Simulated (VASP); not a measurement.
Runs of VASP 6.6.1 on BN. The structure is trigonal, space group R3m (No. 160). Conventional cell: a = 2.502 Å, b = 2.502 Å, c = 10.119 Å, α = 90.00°, β = 90.00°, γ = 120.00°. N (site symmetry 3m) is surrounded by 3 B at 1.44 Å. Around B (site symmetry 3m) lie 3 N at 1.44 Å. The cell is a database's computed one.

| level | gap on the mesh (eV) | pressure (GPa) | largest force (eV/Å) |
| --- | --- | --- | --- |
| MS2 | 4.67 | -0.6 | 0.01 |
| LMBJ | (a) | - | - |
| TB-mBJ | (b) | - | - |
| revTPSS | 4.41 | 2.9 | 0.01 |

Alike in all rows: task band structure; potentials or basis VASP PAW PBE potentials, release 64 (N, B); no spin polarisation; cell as given; k mesh 12 × 12 × 12; cutoff (eV) 520; smearing fermi-dirac 0.05 eV.

Fill in the values left out.

(a) 5.99; (b) 5.90.

Caveats: the PAW data sets were made with another functional, which shifts forces and pressure a little; the mesh misses the band edges, which the band path finds closer together (some runs).

Runs at the PBE level aren't shown here.
